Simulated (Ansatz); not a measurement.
## GaN: the change of energy above lowest point and pressure with volume scale

Results calculated with Ansatz 0.2.0, not measured. Free energy against uniform scaling of the volume at fixed shape and fractions; periodic cell, basis, potentials, k mesh and filling as listed.

The cell before it is scaled or strained (space group F-43m, No. 216):
```
GaN
1.0
      0.0000     2.2610     2.2610
      2.2610     0.0000     2.2610
      2.2610     2.2610     0.0000
Ga N
1 1
Direct
  0.00000 0.00000 0.00000
  0.75000 0.75000 0.75000
```

Settings of every row: functional PBEsol; dispersion none; potentials PAW; wave cutoff 500 eV; density cutoff 2000 eV; k mesh 7x7x7; k shift 0x0x0; occupations fixed; smearing width 0 eV; spin none.

| row | volume scale | V (Å³/atom) | energy above lowest point (meV/atom) | pressure (GPa) |
| --- | --- | --- | --- | --- |
| 1 | 0.9406 | 10.872 | 12.8 | 9.4 |
| 2 | 0.9703 | 11.215 | 0 | 2.74 |
| 3 | 1 | 11.559 | ? | ? |
| 4 | 1.0297 | 11.902 | 12 | -7.75 |
| 5 | 1.0594 | 12.245 | 33.1 | -11.83 |

Question: what energy above lowest point and pressure should row 3 give?

Worked fit of energy above lowest point. Take u = (V_r/V)^(2/3) − 1 with V_r = 11.558 Å³ an atom, which is twice the finite (Eulerian) strain; such expansions in the strain, on which the Birch-Murnaghan equation of state is built, carry the rest volume and the bulk modulus. The shown rows have u = 0.04163, 0.02029, -0.01936, -0.03776. Least squares give energy above lowest point = 0.37 − 313.3 × u + 14683 × u² meV/atom; a straight line predicts inner rows, each left out in turn, worse (root mean square 13 against 0.15 meV/atom). The rows lie off it by 0.0, -0.1, 0.1, 0.0. Its lowest point lies at u = 0.0107, or V = 11.38 Å³ an atom, and the curvature there gives the bulk modulus at fixed shape and fractions, B = (4/9)(1 + u)² E″(u)/V = 188 GPa. The withheld row has u = -6e-05, so the fit gives 0.37 − 313.3 × (-6e-05) + 14683 × (-6e-05)² = 0.4 meV/atom.

The calculation gave 0.4 meV/atom. The fit meets it to the printed digit.

Worked fit of pressure. Take u = (V_r/V)^(2/3) − 1 with V_r = 11.558 Å³ an atom, which is twice the finite (Eulerian) strain; such expansions in the strain, on which the Birch-Murnaghan equation of state is built, carry the rest volume and the bulk modulus. The shown rows have u = 0.04163, 0.02029, -0.01936, -0.03776. Least squares give pressure = −2.928 + 264.35 × u + 760.7 × u² GPa; a straight line predicts inner rows, each left out in turn, worse (root mean square 0.69 against 0.024 GPa). The rows lie off it by 0.00, -0.01, 0.01, 0.00. The pressure vanishes at u = 0.0107, or V = 11.37 Å³ an atom, and there the bulk modulus at fixed shape and fractions is B = −V dP/dV = (2/3)(1 + u) dP/du = 189 GPa. The withheld row has u = -6e-05, so the fit gives −2.928 + 264.35 × (-6e-05) + 760.7 × (-6e-05)² = -2.94 GPa.

The calculation gave -2.93 GPa. The fit lies 0.01 GPa (0.047 % of the column's range) below it, one unit of the last digit.
